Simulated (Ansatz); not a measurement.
## SnS2 at a changed volume: ³³S NMR of the central transition

Cell: a structure deposited in the COD, relaxed with PBE at fixed cell and then changed (volume scaled by 1.06, ions relaxed).

```xyz
3
Lattice="3.6757 0.0000 0.0000 -1.8379 3.1833 0.0000 0.0000 0.0000 5.5671" Properties=species:S:1:pos:R:3 pbc="T T T"
Sn    0.0000    0.0000    0.0000
S     1.8379    1.0611    4.1007
S     0.0000    2.1222    1.4663
```

Atoms are numbered from 1 in the order listed; like atoms form one site, named after its first atom.

The numbers come from a DFT calculation in Ansatz (PBE, plane waves and PAW, scalar-relativistic, 420 eV cutoff, Γ-centred 14×14×8 k-points, Fermi–Dirac smearing 0.02 eV).

³³S has I = 3/2 and Q = -69.40 mb (Pyykkö 2018); at 7.05 T its Larmor frequency is ν₀ = 23.1 MHz. Only the quadrupole interaction is simulated: positions count from each site's isotropic chemical shift, and shift anisotropy, dipolar and J coupling are left out.

**Question.** Simulate the second-order pattern (static powder, Gaussian broadening 10 kHz) of site S (3 Sn at 2.58 Å).

**Answer.** The calculation gives C_Q = 7.93 MHz and η = 0.00, so ν_Q = 3.97 MHz and the centre of gravity lies at -2956 ppm (-68.2 kHz).

(offset (kHz), height): (-247.1, 0), (-229.9, 89), (-212.7, 100), (-195.6, 64), (-178.4, 51), (-161.3, 45), (-144.1, 41), (-126.9, 39), (-109.8, 36), (-92.6, 35), (-75.5, 34), (-58.3, 34), (-41.1, 33), (-24.0, 33), (-6.8, 32), (10.4, 26), (27.5, 27), (44.7, 29), (61.8, 32), (79.0, 36), (96.2, 45), (113.3, 71), (130.5, 63), (147.6, 0)

An axis of threefold or higher order runs through S, so V_zz lies along it and η is zero.

With ν_Q/ν₀ up to 0.17, terms beyond second order are no longer negligible.

Without spin–orbit coupling (the program notes it for Sn) the gradients can shift somewhat, as the gap is small.
